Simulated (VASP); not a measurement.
Here is a VASP 6.6.1 calculation.

File INCAR:

```
SYSTEM = I
  ALGO = Fast
  EDIFF = 1E-6
  ENCUT = 450
  GGA = PE
  ISIF = 2
  ISMEAR = 0
  LASPH = .TRUE.
  LCHARG = .TRUE.
  LELF = .TRUE.
  LREAL = .FALSE.
  LVHAR = .TRUE.
  LWAVE = .FALSE.
  NBANDS = 10
  NELM = 100
  PREC = Accurate
  SIGMA = 0.02
```

KPOINTS

```
k-points
0
G
  5 5 5
  0 0 0
```

POSCAR

```
I
1.0
   -1.6174560000      1.6174560000      4.2648080000
    1.6174560000     -1.6174560000      4.2648080000
    1.6174560000      1.6174560000     -4.2648080000
I
1
Direct
    0.0000000000      0.0000000000      0.0000000000
```

Potentials or basis: VASP PAW PBE potentials, release 64 (I_GW).

Command:

```sh
$ cat potpaw_PBE.64/I_GW/POTCAR > POTCAR
$ mpirun -np 1 vasp_std > vasp.out
```

(1) Predict the pressure.

(2) Predict the band gap on the k mesh.

Results:

(1) 0.1 GPa.

(2) none (metal or under the smearing width).

Caveat: the k mesh is coarse (spacing up to 0.55 Å⁻¹), so the values aren't converged; an odd number of electrons without spin polarisation forces a metal; a magnetic or distorted state may lie lower.
